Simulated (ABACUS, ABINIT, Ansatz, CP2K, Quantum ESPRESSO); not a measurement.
## Cost and result for the equilibrium volume of Bi

Symmetry: R-3m, No. 166, trigonal system. Conventional cell: a = 4.535 Å, b = 4.535 Å, c = 11.814 Å, α = 90.00°, β = 90.00°, γ = 120.00°. Bi (site symmetry 3m) has 6 Bi at 3.06 to 3.52 Å as nearest neighbours.

| rung | level | program and potentials | cutoff (eV) | k mesh | smearing | core time | chip | equilibrium volume (Å³/atom) | notes |
| --- | --- | --- | --- | --- | --- | --- | --- | --- | --- |
| GGA + dispersion | PBEsol+D4 | Ansatz, Ansatz PAW | 420 | 7 × 7 × 7 | fermi-dirac 0.05 | 16 s | AMD EPYC 7R43 Zen 3 | 33.25 | potentials made for PBE, which Ansatz adapts in part; 15 valence electrons an atom on average |
| GGA | PBEsol | Ansatz, Ansatz PAW | 420 | 7 × 7 × 7 | fermi-dirac 0.05 | 16 s | AMD EPYC 7R43 Zen 3 | 34.32 | potentials made for PBE, which Ansatz adapts in part; 15 valence electrons an atom on average |
| GGA + dispersion | PBEsol+D3(BJ) | Ansatz, Ansatz PAW | 420 | 7 × 7 × 7 | fermi-dirac 0.05 | 19 s | AMD EPYC 7R43 Zen 3 | 32.55 | potentials made for PBE, which Ansatz adapts in part; 15 valence electrons an atom on average |
| GGA + dispersion | PBEsol+D3(BJ)+ATM | Ansatz, Ansatz PAW | 420 | 7 × 7 × 7 | fermi-dirac 0.05 | 22 s | AMD EPYC 7R43 Zen 3 | 32.70 | potentials made for PBE, which Ansatz adapts in part; 15 valence electrons an atom on average |
| GGA | PBEsol | CP2K, POTENTIAL_UZH Bi GTH-PBE-q5; TZVP-MOLOPT-PBE-GTH basis | - | 6 × 6 × 6 | fermi-dirac 0.05 | 2.9 min | Arm Neoverse V1 | 36.14 | atomic basis; potentials made for PBE; 5 valence electrons an atom on average |
| GGA | PBE | CP2K, POTENTIAL_UZH Bi GTH-PBE-q5; TZVP-MOLOPT-PBE-GTH basis | - | 6 × 6 × 6 | fermi-dirac 0.05 | 5.4 min | Arm Neoverse V1 | 37.41 | atomic basis; 5 valence electrons an atom on average |
| GGA + dispersion | PBEsol+D4 | Quantum ESPRESSO, PseudoDojo 0.4.1 SR PBEsol standard | 898 | 6 × 6 × 6 | fermi-dirac 0.05 | 6.4 min | Arm Neoverse V2 | 33.62 | 15 valence electrons an atom on average |
| GGA + dispersion | PBEsol+D3(zero damping) | Quantum ESPRESSO, PseudoDojo 0.4.1 SR PBEsol standard | 898 | 6 × 6 × 6 | fermi-dirac 0.05 | 6.9 min | Arm Neoverse V2 | 34.01 | 15 valence electrons an atom on average |
| GGA + dispersion | PBEsol+D3(BJ) | Quantum ESPRESSO, PseudoDojo 0.4.1 SR PBEsol standard | 898 | 6 × 6 × 6 | fermi-dirac 0.05 | 7.4 min | Arm Neoverse V2 | 33.06 | 15 valence electrons an atom on average |
| GGA | PBEsol | Quantum ESPRESSO, PseudoDojo 0.4.1 SR PBEsol standard | 898 | 6 × 6 × 6 | fermi-dirac 0.05 | 7.5 min | Arm Neoverse V2 | 34.66 | 15 valence electrons an atom on average |
| non-local van der Waals functional | PBEsol+rVV10 | Quantum ESPRESSO, PseudoDojo 0.4.1 SR PBEsol standard | 898 | 6 × 6 × 6 | fermi-dirac 0.05 | 8 min | Arm Neoverse V2 | 33.09 | 15 valence electrons an atom on average |
| GGA | PBEsol | ABINIT, JTH PAW PBE v2.0 | 599 | 7 × 7 × 7 | fermi-dirac 0.05 | 12 min | Intel Xeon Platinum 8375C Ice Lake | (a) | potentials made for PBE; 15 valence electrons an atom on average |
| LDA | LDA | ABINIT, JTH PAW LDA v2.0 | 816 | 6 × 6 × 6 | fermi-dirac 0.05 | 18 min | Arm Neoverse V1 | 33.77 | 15 valence electrons an atom on average |
| GGA | WC | ABACUS, SSSP 1.3 efficiency PBE, plane waves | 748 | 6 × 6 × 6 | fermi-dirac 0.05 | 20 min | Intel Xeon Platinum 8259CL Skylake/Cascade Lake | 34.58 | potentials made for PBE; 15 valence electrons an atom on average |

Times are single runs on shared hosts and different chips, so they are rough; meshes, cutoffs and the tasks' sizes weigh on the time. Task: relaxation of cell and atoms. All rows: no spin polarisation. Smearing widths are in eV. For a metal such meshes aren't converged. Meshes differ between rows, which moves values too. Meshes are those of the run's cell of 2 atoms unless a note names another. Relaxations start from the cell shown or near it and stop with a little pressure left. Runs on faulty files, with rough fits or with known faults for this quantity aren't shown. No row holds spin-orbit coupling.

**Question.** Estimate the value left out from the other rows.

**Answer.** (a) 34.27 Å³/atom.
